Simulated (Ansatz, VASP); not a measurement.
Two plane-wave programs on Al

```
Al
1.0
     5.11153    0.00000    0.00000
     0.00000    5.11153    0.00000
     0.00000    0.00000    5.11153
Al
8
Direct
  0.50000 0.50000 0.50000
  0.00000 0.00000 0.00000
  0.25000 0.00000 0.50000
  0.50000 0.25000 0.00000
  0.50000 0.75000 0.00000
  0.75000 0.00000 0.50000
  0.00000 0.50000 0.75000
  0.00000 0.50000 0.25000
```

Alike in both runs: task single point; functional PBE; k mesh 4 × 4 × 4; occupations gaussian, width 0.1 eV; no spin polarisation.

|  | VASP | Ansatz |
| --- | --- | --- |
| version | VASP 6.6.1 | Ansatz 0.2.0 |
| potentials or method | VASP PAW PBE potentials, release 64 (Al) | scalar-relativistic, plane waves, PAW |
| plane-wave cutoff (eV) | 520 | 420 |
| valence electrons in the cell | 24 | 24 |

```tsv
	VASP	Ansatz	Ansatz less VASP
gap on the k mesh at the Fermi level (eV)	none	none	-
pressure (GPa)	1.5	1.5	+0.03
```

A gap of «none» marks a metal or a gap that the smearing closes.
